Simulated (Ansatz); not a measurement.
A run of Ansatz 0.2.0 is set up as follows.

Contents of input.yaml:

```yaml
crystal:
  lattice:
    - [0.0, 1.8075, 1.8075]
    - [1.8075, 0.0, 1.8075]
    - [1.8075, 1.8075, 0.0]
  atoms:
    - { symbol: Cu, position: [0.0, 0.0, 0.0] }
hamiltonian:
  xc: blyp
  pseudopotentials: { kind: paw }
  dispersion: d4
kpoints:
  mp_grid: { grid: [13, 13, 13] }
scf:
  occupations: { method: fermi_dirac, width: 0.05 }
output:
  forces: true
  stress: true
relax:
  f_tol: 0.01
  max_steps: 40
  cell: { stress_tol: 0.05 }
```

Potentials or basis: Ansatz PAW.

Launch:

```console
$ ansatz run input.yaml --threads 2 --pin off --max-ram 5632MiB --backend cpu --events-out ev --progress --plain --runs-dir out
```

Task: What does it give for the space group after relaxing (to 0.05 Å)?

Result: Fm-3m (No. 225).

Task: What does it give for the relaxed cell?

Result: a = 2.529 Å, b = 2.529 Å, c = 2.529 Å, α = 60.00°, β = 60.00°, γ = 60.00°.

The path:
```
step  energy change (eV)  largest force (eV/Å)  volume (Å³)
   1              0.0000                0.0000        11.81
   2             -0.0045                0.0000        11.62
   3             -0.0060                0.0000        11.42
   4             -0.0060                0.0000        11.43
   5             -0.0058                0.0000        11.43
```

Caveat: the plane-wave basis is chosen anew once the cell has moved, so the energies of steps on either side of that aren't comparable; the PAW data sets come from PBE, with cores solved anew for the run's functional, which leaves a small shift of forces and pressure.
